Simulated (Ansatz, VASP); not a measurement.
## Two plane-wave programs on SiC

```
Si C
1.0
    -0.22950    2.06552    2.06552
     2.06552   -0.22950    2.06552
     2.06552    2.06552   -0.22950
Si C
1 1
Cartesian
  0.0000 0.0000 0.0000
  2.9262 2.9262 2.9262
```

Alike in both runs: task single point; functional PBE; k mesh 12 × 12 × 12; occupations gaussian, width 0.05 eV; no spin polarisation.

|  | VASP | Ansatz |
| --- | --- | --- |
| version | VASP 6.6.1 | Ansatz 0.2.0 |
| potentials or method | VASP PAW PBE potentials, release 64 (Si, C) | scalar-relativistic, plane waves, PAW |
| plane-wave cutoff (eV) | 520 | 420 |
| valence electrons in the cell | 8 | 8 |

Ansatz gave:

| Quantity | Value |
| --- | --- |
| gap on the k mesh at the Fermi level (eV) | 0.68 |
| least direct gap on the mesh (eV) | 3.08 |
| pressure (GPa) | 13.9 |
| largest component of the traceless stress (GPa) | 34.36 |
| rms of the force components (eV/Å) | 1.909 |

Problem. Which values does VASP return?

Solution. gap on the k mesh at the Fermi level (eV): 0.67; least direct gap on the mesh (eV): 3.07; pressure (GPa): 13.9; largest component of the traceless stress (GPa): 34.46; rms of the force components (eV/Å): 1.908.

Atom by atom the forces differ by 0.001 eV/Å (rms over components). The functional is the same, so the differences come from potentials, cutoffs and numerics.

Caveats: forces of over 1 eV/Å show positions far from the minimum, so gaps and moduli don't describe the material at rest. A k mesh can miss the band edges. A hybrid or GW would open this gap; PBE tends to underestimate it.
